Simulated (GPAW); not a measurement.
Runs of GPAW 26.7.0 on Se. The structure is cubic, space group Pm-3m (No. 221). Conventional cell: a = 2.811 Å, b = 2.811 Å, c = 2.811 Å, α = 90.00°, β = 90.00°, γ = 90.00°. Se (site symmetry m-3m) is surrounded by 6 Se at 2.81 Å. This isn't the form of Se at room conditions, which is trigonal, of chains.

```csv
task,level,potentials or basis,cell,k mesh,optimizer,fmax,max steps,convergence,band path,gap on the mesh (eV),pressure (GPa)
relaxation of cell and atoms,LDA,"the program's PAW data sets (release 1.2.1) made for this functional, pw",relaxed,7 × 7 × 7,BFGS,0.02 eV/Å,60,density=1e-05 forces=0.0001,-,none,0.0
band structure,LDA,"the program's PAW data sets (release 1.2.1) made for this functional, pw",as given,7 × 7 × 7,-,-,-,-,"GXMGRX,MR",-,(a)
single point,PBE,"GPAW PAW data sets (gpaw-data 1.2.1), pw",strain = 0.01,9 × 9 × 9,-,-,-,-,-,none,1.2
single point,PBE,"GPAW PAW data sets (gpaw-data 1.2.1), pw",as given,9 × 9 × 9,-,-,-,-,-,none,1.9
```

Alike in all rows: no spin polarisation; cutoff (eV) 600; smearing fermi-dirac 0.05 eV.

Question: Fill in the values left out.

Answer: (a) -3.8.

Caveats: the density grid can change from cell to cell, which puts small steps into energies and stress (some runs); later steps reuse the first step's grids (some runs).

A k mesh can miss the band edges, and the runs leave out spin-orbit coupling on Se.

A gap of «none» marks a metal or a gap under the smearing width.
